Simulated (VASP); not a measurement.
# Te2Mo in VASP: notebook

Runs on Te2Mo. Level: PBE. Tasks: single point.

Everything below comes from runs of VASP 6.6.1. Logs are shortened: lines on timing, memory, paths and dates and some standing lists are left out, and cuts for length are marked.

### 1 The undisturbed slab

The cell holds a slab with vacuum, 12 atoms: a = 3.561 Å, b = 3.561 Å, c = 38.990 Å, α = 90.00°, β = 90.00°, γ = 120.00°.

### 2 Single point, PBE, 35.68 Å³/atom (strain = -0.04)

Input file INCAR:

```
PREC = Accurate ; ENCUT = 520
EDIFF = 1E-6 ; ISMEAR = -1
SIGMA = 0.05 ; LREAL = False
LASPH = True ; NELM = 80
ALGO = Normal ; ISIF = 2
LWAVE = False ; LCHARG = True
GGA = PE ; LELF = True
LVHAR = True
```

Input file KPOINTS:

```
regular mesh
0
Gamma
  7 7 1
```

Input file POSCAR:

```
Te2Mo
1.0
    3.5613831954     -0.0712276639      0.0000000000
   -1.8423765641      3.1198621518      0.0000000000
    0.0000000000      0.0000000000     38.9902681400
Te Mo
8 4
Direct
    0.3333333333      0.6666666667      0.3282231700
    0.3333333333      0.6666666667      0.9518180900
    0.6666666667      0.3333333333      0.1400809200
    0.6666666667      0.3333333333      0.7636306700
    0.6666666667      0.3333333333      0.0481819100
    0.6666666667      0.3333333333      0.6717768300
    0.3333333333      0.6666666667      0.2363693300
    0.3333333333      0.6666666667      0.8599190800
    0.6666666667      0.3333333333      0.2823380000
    0.6666666667      0.3333333333      0.9058588400
    0.3333333333      0.6666666667      0.0941411600
    0.3333333333      0.6666666667      0.7176620000
```

Potentials or basis: VASP PAW PBE potentials, release 64 (Te, Mo_sv).

Started as:

```console
$ cat potpaw_PBE.64/Te/POTCAR potpaw_PBE.64/Mo_sv/POTCAR > POTCAR
$ mpirun -np 1 vasp_std > vasp.out
```

OUTCAR:

```text
PREC = Accurate
   ENCUT = 520
   EDIFF = 1E-6
   ISMEAR = -1
   LREAL = False
   LASPH = True
   NELM = 80
   ISIF = 2
   GGA = PE

 ion  position               nearest neighbor table
   1  0.333  0.667  0.328-   9 2.70   9 2.73   9 2.75   7 3.58
   2  0.333  0.667  0.952-  10 2.70  10 2.73  10 2.75   8 3.58
   3  0.667  0.333  0.140-  11 2.70  11 2.73  11 2.75   5 3.58
   4  0.667  0.333  0.764-  12 2.70  12 2.73  12 2.75   6 3.58
   5  0.667  0.333  0.048-  11 2.70  11 2.73  11 2.75   3 3.58
   6  0.667  0.333  0.672-  12 2.70  12 2.73  12 2.75   4 3.58
   7  0.333  0.667  0.236-   9 2.70   9 2.73   9 2.75   1 3.58
   8  0.333  0.667  0.860-  10 2.70  10 2.73  10 2.75   2 3.58
   9  0.667  0.333  0.282-   1 2.70   7 2.70   1 2.73   7 2.73   1 2.75   7 2.75
  10  0.667  0.333  0.906-   8 2.70   2 2.70   8 2.73   2 2.73   8 2.75   2 2.75
  11  0.333  0.667  0.094-   3 2.70   5 2.70   3 2.73   5 2.73   3 2.75   5 2.75
  12  0.333  0.667  0.718-   6 2.70   4 2.70   6 2.73   4 2.73   6 2.75   4 2.75

  LATTYP: Found a simple monoclinic cell.
 ALAT       =     3.4998794321
 B/A-ratio  =    11.1404603777
 C/A-ratio  =     1.0177766034
 COS(beta)  =    -0.4736455830

  Lattice vectors:

 A1 = (   1.7190066313,   3.0486344879,   0.0000000000)
 A2 = (   0.0000000000,   0.0000000000, -38.9902681400)
 A3 = (  -3.5613831954,   0.0712276639,   0.0000000000)

Analysis of symmetry for initial positions (statically):
=====================================================================
 Subroutine PRICEL returns:
 Original cell was already a primitive cell.

 Routine SETGRP: Setting up the symmetry group for a
 simple monoclinic supercell.

 Subroutine GETGRP returns: Found  2 space group operations
 (whereof  2 operations were pure point group operations)
 out of a pool of  4 trial point group operations.

The static configuration has the point symmetry S_2 .

Analysis of symmetry for dynamics (positions and initial velocities):
=====================================================================
 Subroutine PRICEL returns:
 Original cell was already a primitive cell.

 Routine SETGRP: Setting up the symmetry group for a
 simple monoclinic supercell.

 Subroutine GETGRP returns: Found  2 space group operations
 (whereof  2 operations were pure point group operations)
 out of a pool of  4 trial point group operations.

The dynamic configuration has the point symmetry S_2 .

 Subroutine INISYM returns: Found  2 space group operations
 (whereof  2 operations are pure point group operations),
[... 127 lines left out ...]
   NUPDOWN=      -1.0000    fix difference up-down
   EMIN   =  10.00;   EMAX   =-10.00  energy-range for DOS
   EFERMI =   0.00;   METHOD = LEGACY
   ISMEAR =    -1;   SIGMA  =   0.05  broadening in eV -4-tet -1-fermi 0-gaus
   EFERMI_NEDOS =   21; number of points for ismear=-14 and -15
   IALGO  =     38    algorithm
   IMIX   =      4    mixing-type and parameters
     AMIX     =   0.40;   BMIX     =  1.00
     AMIX_MAG =   1.60;   BMIX_MAG =  1.00
  volume/ion in A,a.u.               =      35.68       240.75
  Fermi-wavevector in a.u.,A,eV,Ry     =   1.021494  1.930344 14.196996  1.043450
  Thomas-Fermi vector in A             =   2.155122
   LORBIT       =      0    0 simple, 1 ext, 2 COOP (PROOUT), +10 PAW based schemes
   GGA     = PE    functional components
   LHFCALC =     F    Hartree Fock is set to
   AEXX    =    0.0000 exact exchange contribution
   IVDW    =     0    specifies the selected vdW correction
   LEPSILON=     F    determine dielectric tensor
   LRPA    =     F    only Hartree local field effects (RPA)
 non-spin polarized calculation
  energy-cutoff  :      520.00
  volume of cell :      428.11
 maximum number of plane-waves:     11633
   NGX = 13   NGY = 13   NGZ =145

 number of electron     104.0000002 magnetization

 Free energy of the ion-electron system (eV)
  ---------------------------------------------------
  ext. energy  EPLUGINS =         0.00000000
  ---------------------------------------------------
  free energy    TOTEN  =       -72.03470939 eV

  energy without entropy =      -72.03470306  energy(sigma->0) =      -72.03470622

 E-fermi :   4.6403     XC(G=0):  -7.7738

 val. band max:        4.1434487349   @ k =   0.0000   0.0000   0.0000
 cond. band min:       5.2293764438   @ k =   0.2857   0.1429   0.0000
 fundamental gap:      1.0859277089
 Fermi energy:         4.6403064972

 k-point     1 :       0.0000    0.0000    0.0000
  band No.  band energies     occupation
      1     -56.5663      2.00000
      2     -56.5663      2.00000
      3     -56.5629      2.00000
      4     -56.5629      2.00000
      5     -30.7127      2.00000
      6     -30.7127      2.00000
[... 1549 lines left out ...]
     61       6.3404      0.00000
     62       6.5244      0.00000

 [... further k-points ...]

------------------------ aborting loop because EDIFF is reached ----------------------------------------

  FORCE on cell =-STRESS in cart. coord.  units (eV):
  Direction    XX          YY          ZZ          XY          YZ          ZX
  --------------------------------------------------------------------------------------
  -------------------------------------------------------------------------------------
  Total        0.9640361      1.1948349      3.4718116      3.8511519      0.0004975      0.0125837
  in kB        3.6078907      4.4716519     12.9932030     14.4128784      0.0018621      0.0470942
  external PRESSURE =       7.0242485 kB  Pullay stress =       0.0000000 kB

 VOLUME and BASIS-vectors are now :
 -----------------------------------------------------------------------------
  energy-cutoff  :      520.00
  volume of cell :      428.11
      direct lattice vectors                 reciprocal lattice vectors
     3.561383195 -0.071227664  0.000000000     0.284145718  0.167796969  0.000000000
    -1.842376564  3.119862152  0.000000000     0.006487157  0.324357852  0.000000000
     0.000000000  0.000000000 38.990268140     0.000000000  0.000000000  0.025647426

 POSITION                                       TOTAL-FORCE (eV/Angst)
 -----------------------------------------------------------------------------------
     -0.04112      2.05617     12.79751         0.139458      0.008470      0.233766
     -0.04112      2.05617     37.11164         0.138669      0.008304      0.195975
      1.76013      0.99247      5.46179        -0.139137     -0.008486      0.204411
      1.76013      0.99247     29.77416        -0.138479     -0.008541      0.197037
      1.76013      0.99247      1.87863        -0.138669     -0.008304     -0.195975
      1.76013      0.99247     26.19276        -0.139458     -0.008470     -0.233766
     -0.04112      2.05617      9.21610         0.138479      0.008541     -0.197037
     -0.04112      2.05617     33.52848         0.139137      0.008486     -0.204411
      1.76013      0.99247     11.00843        -0.276060     -0.016574     -0.011962
      1.76013      0.99247     35.31968        -0.274460     -0.016507      0.008296
     -0.04112      2.05617      3.67059         0.274460      0.016507     -0.008296
     -0.04112      2.05617     27.98183         0.276060      0.016574      0.011962
 -----------------------------------------------------------------------------------
    total drift:                                0.000000     -0.000000     -0.000000

  FREE ENERGIE OF THE ION-ELECTRON SYSTEM (eV)
  ---------------------------------------------------
  free  energy   TOTEN  =       -72.0347093923 eV

  energy  without entropy=      -72.0347030573  energy(sigma->0) =      -72.03470622
```

Run time: 37 min. Hardware: 1 thread of AMD EPYC 7R43 (Zen 3), shared host; peak memory 0.75 GiB.

Results:

| Item | Value |
| --- | --- |
| Free energy | -72.0347 eV |
| Largest force | 0.277 eV/Å |
| Band gap on the k mesh | 1.09 eV, indirect (least direct gap 1.19 eV) |

Caveat: spin-orbit coupling is left out, which moves the levels of the heavy elements.

### 3 Single point, PBE, 35.69 Å³/atom (strain = -0.02)

INCAR is that of step 2.

KPOINTS is that of step 2.

POSCAR: that of step 2 with these lines changed.

```diff
@@ -2,4 +2,4 @@
 1.0
-    3.5613831954     -0.0712276639      0.0000000000
-   -1.8423765641      3.1198621518      0.0000000000
+    3.5613831954     -0.0356138320      0.0000000000
+   -1.8115340809      3.1020552358      0.0000000000
     0.0000000000      0.0000000000     38.9902681400
```

Potentials or basis: VASP PAW PBE potentials, release 64 (Te, Mo_sv).

Started as:

```console
$ cat potpaw_PBE.64/Te/POTCAR potpaw_PBE.64/Mo_sv/POTCAR > POTCAR
$ mpirun -np 1 vasp_std > vasp.out
```

It took 39 min on 1 thread of AMD EPYC 7R43 (Zen 3), shared host; peak memory 0.77 GiB.

The run converged. Its results:

| Property | Result |
| --- | --- |
| Free energy | -72.0929 eV |
| Largest force | 0.241 eV/Å |
| Band gap on the k mesh | 1.09 eV, indirect (least direct gap 1.24 eV) |

Caveat: spin-orbit coupling is left out, which moves the levels of the heavy elements.
